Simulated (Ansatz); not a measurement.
Input and command of a calculation in Ansatz (plane waves; scalar-relativistic PAW potentials unless the input names others):

```yaml
crystal:
  lattice:
    - [-1.5717951603, 1.5717951603, 1.1112591783]
    - [1.5717951603, -1.5717951603, 1.1112591783]
    - [1.5717951603, 1.5717951603, -1.1112591783]
  atoms:
    - { symbol: Ni, position: [0.0, 0.0, 0.0], spin: 0.64 }
basis:
  ecutwfc: 420
kpoints:
  mp_grid: { grid: [34, 34, 34] }
hamiltonian:
  xc: pbe
  hubbard: { sites: [{ species: Ni, l: f, u_eff: 30.0 }] }
scf:
  occupations: { method: gaussian, width: 0.15 }
  max_iter: 75
output:
  forces: true
  eigenvalues: true
  stress: true
magnetization:
  spin_polarized: true
```

```bash
ansatz run input.yaml --threads 1 --pin off --max-ram 2560MiB --backend cpu --events-out ev --progress --plain --runs-dir out
```

Task: Will this input run?

Result: The program refuses it, because of a U on a shell that isn't there (hamiltonian.hubbard: not typed → {"sites": [{"species": "Ni", "l": "f", "u_eff": 30.0}]}). Without that key it is accepted.

Abridged log:
```
Error: inconsistent input (hamiltonian.hubbard.sites[].l, hamiltonian.hubbard.sites[].shell): the file of Ni doesn't list 4f, and it can't be added: PBE doesn't bind the shell 4f of the free atom, whose level lies at +1.11 eV. Type an atom or ion with it (hamiltonian.pseudopotentials.projection_atoms), take another file or name another shell
```